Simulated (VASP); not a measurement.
# TiH (Fm-3m) in VASP: a series of runs

The runs below take TiH through single point, with PBEsol.

Program: VASP 6.6.1. These are calculated values, not measurements. Logs are shortened: lines on timing, memory, paths and dates and some standing lists are left out, and cuts for length are marked.

### Step 1. Starting point

The structure is cubic, space group Fm-3m (No. 225). The conventional cell has a = 4.179 Å, b = 4.179 Å, c = 4.179 Å, α = 90.00°, β = 90.00°, γ = 90.00°. Ti (site symmetry m-3m) is surrounded by 6 H at 2.09 Å. Around H (site symmetry m-3m) lie 6 Ti at 2.09 Å.

The cell comes from a database or a generator and needn't be the stable form of this composition.

### Step 2. Single point, PBEsol

INCAR

```
SYSTEM = TiH
ALGO = Normal ; EDIFF = 1E-7
ENCUT = 520 ; GGA = PS
ISIF = 2 ; ISMEAR = -1
LASPH = .True. ; LCHARG = .False.
LREAL = .False. ; LWAVE = .False.
NBANDS = 14 ; NELM = 100
PREC = Accurate ; SIGMA = 0.1
```

KPOINTS

```
k-points
0
Gamma
  9 9 9
  0 0 0
```

POSCAR

```
TiH
1.0
    0.0000000000      2.0896970000      2.0896970000
    2.0896970000      0.0000000000      2.0896970000
    2.0896970000      2.0896970000      0.0000000000
Ti H
1 1
Direct
    0.0000000000      0.0000000000      0.0000000000
    0.5000000000      0.5000000000      0.5000000000
```

Potentials or basis: VASP PAW PBE potentials, release 64 (Ti_sv, H).

Command:

```sh
cat potpaw_PBE.64/Ti_sv/POTCAR potpaw_PBE.64/H/POTCAR > POTCAR
mpirun -np 1 vasp_std > vasp.out
```

OUTCAR:

```text
SYSTEM = TiH
   EDIFF = 1E-7
   ENCUT = 520
   GGA = PS
   ISIF = 2
   ISMEAR = -1
   LASPH = .True.
   LREAL = .False.
   NELM = 100
   PREC = Accurate

 ion  position               nearest neighbor table
   1  0.000  0.000  0.000-
   2  0.500  0.500  0.500-

  LATTYP: Found a face centered cubic cell.
 ALAT       =     4.1793940000

  Lattice vectors:

 A1 = (   0.0000000000,   2.0896970000,   2.0896970000)
 A2 = (   2.0896970000,   0.0000000000,   2.0896970000)
 A3 = (   2.0896970000,   2.0896970000,   0.0000000000)

Analysis of symmetry for initial positions (statically):
=====================================================================
 Subroutine PRICEL returns:
 Original cell was already a primitive cell.

 Routine SETGRP: Setting up the symmetry group for a
 face centered cubic supercell.

 Subroutine GETGRP returns: Found 48 space group operations
 (whereof 48 operations were pure point group operations)
 out of a pool of 48 trial point group operations.

The static configuration has the point symmetry O_h .

Analysis of symmetry for dynamics (positions and initial velocities):
=====================================================================
 Subroutine PRICEL returns:
 Original cell was already a primitive cell.

 Routine SETGRP: Setting up the symmetry group for a
 face centered cubic supercell.

 Subroutine GETGRP returns: Found 48 space group operations
 (whereof 48 operations were pure point group operations)
 out of a pool of 48 trial point group operations.

The dynamic configuration has the point symmetry O_h .

 Subroutine INISYM returns: Found 48 space group operations
 (whereof 48 operations are pure point group operations),
 and found     1 'primitive' translations

----------------------------------------------------------------------------------------

                                     Primitive cell

  volume of cell :      18.2507

  direct lattice vectors                    reciprocal lattice vectors
     0.000000000  2.089697000  2.089697000    -0.239269138  0.239269138  0.239269138
     2.089697000  0.000000000  2.089697000     0.239269138 -0.239269138  0.239269138
     2.089697000  2.089697000  0.000000000     0.239269138  0.239269138 -0.239269138

  length of vectors
     2.955277839  2.955277839  2.955277839     0.414426304  0.414426304  0.414426304

  position of ions in fractional coordinates (direct lattice)
     0.000000000  0.000000000  0.000000000
     0.500000000  0.500000000  0.500000000

  ion indices of the primitive-cell ions
   primitive index   ion index
                 1           1
                 2           2

----------------------------------------------------------------------------------------

 KPOINTS: k-points

Automatic generation of k-mesh.
 Grid dimensions read from file:
 generate k-points for:    9    9    9

 Generating k-lattice:

  Cartesian coordinates                     Fractional coordinates (reciprocal lattice)
    -0.026585460  0.026585460  0.026585460     0.111111111  0.000000000  0.000000000
     0.026585460 -0.026585460  0.026585460     0.000000000  0.111111111  0.000000000
     0.026585460  0.026585460 -0.026585460     0.000000000  0.000000000  0.111111111

  Length of vectors
     0.046047367  0.046047367  0.046047367

  Shift w.r.t. Gamma in fractional coordinates (k-lattice)
     0.000000000  0.000000000  0.000000000

 Subroutine IBZKPT returns following result:
 ===========================================

 Found     35 irreducible k-points:

 Following reciprocal coordinates:
            Coordinates               Weight
  0.000000  0.000000  0.000000      1.000000
  0.111111  0.000000  0.000000      8.000000
  0.222222  0.000000  0.000000      8.000000
  0.333333  0.000000  0.000000      8.000000
  0.444444  0.000000  0.000000      8.000000
  0.111111  0.111111  0.000000      6.000000
[... 16 lines left out ...]
 -0.333333  0.333333  0.000000     12.000000
  0.444444  0.444444  0.000000      6.000000
 [... further k-points ...]
   k-points           NKPTS =     35   k-points in BZ     NKDIM =     35   number of bands    NBANDS=     14
   number of dos      NEDOS =    301   number of ions     NIONS =      2
   total plane-waves  NPLWV =  13824
   dimension x,y,z NGX =    24 NGY =   24 NGZ =   24
   dimension x,y,z NGXF=    48 NGYF=   48 NGZF=   48
   ions per type =               1   1
   NGX,Y,Z   is equivalent  to a cutoff of  13.50, 13.50, 13.50 a.u.
   NGXF,Y,Z  is equivalent  to a cutoff of  27.00, 27.00, 27.00 a.u.
 SYSTEM =  TiH
   PREC   = accura    normal or accurate (medium, high low for compatibility)
   ISTART =      0    job   : 0-new  1-cont  2-samecut
   ICHARG =      2    charge: 1-file 2-atom 10-const
   ISPIN  =      1    spin polarized calculation?
   LNONCOLLINEAR =      F non collinear calculations
   LSORBIT =      F    spin-orbit coupling
   LASPH  =      T    aspherical Exc in radial PAW
   ENCUT  =  520.0 eV  38.22 Ry    6.18 a.u.   5.49  5.49  5.49*2*pi/ulx,y,z
   NELM   =    100;   NELMIN=  2; NELMDL= -5     # of ELM steps
   EDIFF  = 0.1E-06   stopping-criterion for ELM
   LREAL  =      F    real-space projection
   EDIFFG = 0.1E-05   stopping-criterion for IOM
   NSW    =      0    number of steps for IOM
   IBRION =     -1    ionic relax: 0-MD 1-quasi-New 2-CG
   NFREE  =      0    steps in history (QN), initial steepest desc. (CG)
   ISIF   =      2    stress and relaxation
   ISYM   =      2    0-nonsym 1-usesym 2-fastsym
   POTIM  = 0.5000    time-step for ionic-motion
   TEBEG  =    0.0;   TEEND  =   0.0 temperature during run
   PSTRESS=    0.0 pullay stress
   NELECT =      13.0000    total number of electrons
   NUPDOWN=      -1.0000    fix difference up-down
   EMIN   =  10.00;   EMAX   =-10.00  energy-range for DOS
   EFERMI =   0.00;   METHOD = LEGACY
   ISMEAR =    -1;   SIGMA  =   0.10  broadening in eV -4-tet -1-fermi 0-gaus
   EFERMI_NEDOS =   21; number of points for ismear=-14 and -15
   IALGO  =     38    algorithm
   IMIX   =      4    mixing-type and parameters
     AMIX     =   0.40;   BMIX     =  1.00
     AMIX_MAG =   1.60;   BMIX_MAG =  1.00
  volume/ion in A,a.u.               =       9.13        61.58
  Fermi-wavevector in a.u.,A,eV,Ry     =   1.462051  2.762876 29.083735  2.137594
  Thomas-Fermi vector in A             =   2.578310
   LORBIT       =      0    0 simple, 1 ext, 2 COOP (PROOUT), +10 PAW based schemes
   GGA     = PS    functional components
   LHFCALC =     F    Hartree Fock is set to
   AEXX    =    0.0000 exact exchange contribution
   IVDW    =     0    specifies the selected vdW correction
   LEPSILON=     F    determine dielectric tensor
   LRPA    =     F    only Hartree local field effects (RPA)
 non-spin polarized calculation
  energy-cutoff  :      520.00
  volume of cell :       18.25
 maximum number of plane-waves:       531
 NGX is ok and might be reduce to    24
   NGX = 11   NGY = 11   NGZ = 11

 number of electron      12.9999996 magnetization

 Free energy of the ion-electron system (eV)
  ---------------------------------------------------
  ext. energy  EPLUGINS =         0.00000000
  ---------------------------------------------------
  free energy    TOTEN  =       -12.45344201 eV

  energy without entropy =      -12.39792888  energy(sigma->0) =      -12.42568545

 E-fermi :   8.6874     XC(G=0): -12.0548

 val. band max:        8.6671049828   @ k =  -0.3333   0.4444   0.1111
 cond. band min:       8.7148458348   @ k =   0.3333   0.2222   0.0000
 fundamental gap:      0.0477408520
 Fermi energy:         8.6874345347

 k-point     1 :       0.0000    0.0000    0.0000
  band No.  band energies     occupation
      1     -47.8071      2.00000
      2     -23.8412      2.00000
      3     -23.8412      2.00000
      4     -23.8412      2.00000
      5      -0.8145      2.00000
      6       9.3553      0.00251
      7       9.3553      0.00251
      8       9.3553      0.00251
      9      10.8398      0.00000
     10      10.8398      0.00000
     11      19.3341      0.00000
     12      23.2265      0.00000
     13      24.9044      0.00000
     14      24.9044      0.00000

 k-point     2 :       0.1111    0.0000    0.0000
  band No.  band energies     occupation
      1     -47.7945      2.00000
      2     -23.9180      2.00000
      3     -23.8502      2.00000
      4     -23.8502      2.00000
      5      -0.4711      2.00000
      6       9.0880      0.03576
      7       9.4764      0.00075
      8       9.4764      0.00075
      9      10.7335      0.00000
     10      10.7335      0.00000
     11      18.0785      0.00000
     12      23.4107      0.00000
     13      25.2716      0.00000
     14      25.2716      0.00000

 k-point     3 :       0.2222    0.0000    0.0000
  band No.  band energies     occupation
      1     -47.7624      2.00000
      2     -24.1093      2.00000
      3     -23.8728      2.00000
      4     -23.8728      2.00000
      5       0.4898      2.00000
      6       8.3367      1.94181
      7       9.5287      0.00044
      8       9.5287      0.00044
      9      10.7981      0.00000
     10      10.7981      0.00000
     11      16.3075      0.00000
     12      22.5770      0.00000
     13      26.0880      0.00000
     14      26.0880      0.00000
[... 324 lines left out ...]
 k-point    23 :      -0.3333    0.3333    0.0000
  band No.  band energies     occupation
      1     -47.6718      2.00000
      2     -24.2617      2.00000
      3     -24.2441      2.00000
      4     -23.9798      2.00000
      5       2.8847      2.00000
      6       7.0791      2.00000
      7       8.3282      1.94640
      8      10.2582      0.00000
      9      11.6118      0.00000
     10      13.2332      0.00000
     11      16.1904      0.00000
     12      16.2388      0.00000
     13      22.3028      0.00000
     14      22.5724      0.00000

 k-point    24 :       0.4444    0.4444    0.0000
  band No.  band energies     occupation
      1     -47.6678      2.00000
      2     -24.3949      2.00000
      3     -24.0501      2.00000
      4     -24.0501      2.00000
      5       1.8840      2.00000
      6       6.8798      2.00000
      7       9.9755      0.00001
      8      11.8605      0.00000
      9      12.1507      0.00000
     10      12.1507      0.00000
     11      15.6372      0.00000
     12      18.5707      0.00000
     13      18.5707      0.00000
     14      22.8401      0.00000

 [... further k-points ...]

------------------------ aborting loop because EDIFF is reached ----------------------------------------

  FORCE on cell =-STRESS in cart. coord.  units (eV):
  Direction    XX          YY          ZZ          XY          YZ          ZX
  --------------------------------------------------------------------------------------
  -------------------------------------------------------------------------------------
  Total       -0.4316841     -0.4316841     -0.4316841     -0.0000000     -0.0000000      0.0000000
  in kB      -37.8962918    -37.8962918    -37.8962918     -0.0000000     -0.0000000      0.0000000
  external PRESSURE =     -37.8962918 kB  Pullay stress =       0.0000000 kB

 VOLUME and BASIS-vectors are now :
 -----------------------------------------------------------------------------
  energy-cutoff  :      520.00
  volume of cell :       18.25
      direct lattice vectors                 reciprocal lattice vectors
     0.000000000  2.089697000  2.089697000    -0.239269138  0.239269138  0.239269138
     2.089697000  0.000000000  2.089697000     0.239269138 -0.239269138  0.239269138
     2.089697000  2.089697000  0.000000000     0.239269138  0.239269138 -0.239269138

 POSITION                                       TOTAL-FORCE (eV/Angst)
 -----------------------------------------------------------------------------------
      0.00000      0.00000      0.00000         0.000000      0.000000      0.000000
      2.08970      2.08970      2.08970        -0.000000     -0.000000     -0.000000
 -----------------------------------------------------------------------------------
    total drift:                                0.000000     -0.000000     -0.000000

  FREE ENERGIE OF THE ION-ELECTRON SYSTEM (eV)
  ---------------------------------------------------
  free  energy   TOTEN  =       -12.4534420066 eV

  energy  without entropy=      -12.3979288841  energy(sigma->0) =      -12.42568545
```

Run time: 4.7 s. Hardware: 1 thread of Intel Xeon 6975P-C (Granite Rapids), shared host; peak memory 0.14 GiB.

Results:

| Item | Value |
| --- | --- |
| Free energy | -12.4534 eV |
| Pressure | -3.8 GPa |
| Band gap on the k mesh | none (metal or under the smearing width) |

Caveat: the PAW data sets were made with another functional, which shifts forces and pressure a little.

### Step 3. Single point, PBEsol

INCAR

```
SYSTEM = TiH
PREC     = Accurate       ! precision mode
ENCUT    = 520            ! plane-wave cutoff, eV
EDIFF    = 1E-6           ! SCF threshold, eV
ISMEAR   = -1             ! smearing method
SIGMA    = 0.1            ! smearing width, eV
LREAL    = .FALSE.        ! projectors in reciprocal space
LASPH    = .TRUE.         ! aspherical terms in the spheres
NELM     = 100            ! most SCF steps
ALGO     = Normal         ! electronic algorithm
ISIF     = 2              ! what is computed and relaxed
LWAVE    = .FALSE.        ! write WAVECAR
LCHARG   = .FALSE.        ! write CHGCAR
GGA      = PS             ! functional
NBANDS   = 14             ! bands
```

KPOINTS

```
Automatic mesh
0
G
  9 9 9
  0 0 0
```

POSCAR is that of step 2.

Potentials or basis: VASP PAW PBE potentials, release 64 (Ti_sv, H).

Command:

```sh
cat potpaw_PBE.64/Ti_sv/POTCAR potpaw_PBE.64/H/POTCAR > POTCAR
mpirun -np 1 vasp_std > vasp.out
```

Run time: 3.7 s. Hardware: 1 thread of Intel Xeon 6975P-C (Granite Rapids), shared host; peak memory 0.14 GiB.

Results (log left out):

| Quantity | Value |
| --- | --- |
| Free energy | -12.4534 eV |
| Pressure | -3.8 GPa |
| Band gap on the k mesh | none (metal or under the smearing width) |

Levels at points of the mesh, in eV from the Fermi level:
```csv
k point,band 4,band 5,band 6,band 7,band 8,band 9
"(0.00, 0.00, 0.00)",-32.53,-9.50,0.67,0.67,0.67,2.15
```

Caveat: the PAW data sets were made with another functional, which shifts forces and pressure a little.
